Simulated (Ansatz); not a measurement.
# SrO: the cost of one run

Computed with Ansatz 0.2.0 (DFT PBE, scalar-relativistic, plane waves, PAW, unless a step's input says otherwise).

## 1. Starting point

The structure is hexagonal, space group P6_3/mmc (No. 194). The conventional cell has a = 3.553 Å, b = 3.553 Å, c = 6.217 Å, α = 90.00°, β = 90.00°, γ = 120.00°. Sr (site symmetry -6m2) has 6 O at 2.57 Å as nearest neighbours. Around O (site symmetry -3m) lie 6 Sr at 2.57 Å.

As a file:

```xyz
4
Lattice="3.5533 0.0000 0.0000 -1.7766 3.0772 0.0000 0.0000 0.0000 6.2173" Properties=species:S:1:pos:R:3 pbc="T T T"
Sr    0.0000    2.0515    1.5543
Sr    1.7766    1.0257    4.6630
O     0.0000    0.0000    0.0000
O     0.0000    0.0000    3.1087
```

The structure comes from the Materials Project (structure only).

## 2. One atom moved

The change: atom 1 (Sr) moved by 0.04 Å.

Input file input.yaml:

```yaml
crystal:
  lattice:
    - [3.5532880902, 0.0, 0.0]
    - [-1.7766440451, 3.0772377531, 0.0]
    - [0.0, 0.0, 6.21730398]
  atoms:
    - { symbol: Sr, position: [0.33333333, 0.66666667, 0.2572378639] }
    - { symbol: Sr, position: [0.66666667, 0.33333333, 0.75] }
    - { symbol: O, position: [0.0, 0.0, 0.0] }
    - { symbol: O, position: [0.0, 0.0, 0.5] }
basis:
  ecutwfc: 420
kpoints:
  mp_grid: { grid: [9, 9, 6] }
hamiltonian:
  xc: pbe
scf:
  occupations: { method: gaussian, width: 0.02 }
output:
  forces: true
  stress: true
  eigenvalues: true
```

Command:

```
$ ansatz run input.yaml --threads 1 --pin off --max-ram 1331MiB --backend cpu --events-out ev --progress --plain --runs-dir out
```

What time and memory should one allow on 1 thread of an x86-64 CPU, shared host?

About 2.8 s, with a peak of 0.42 GiB.
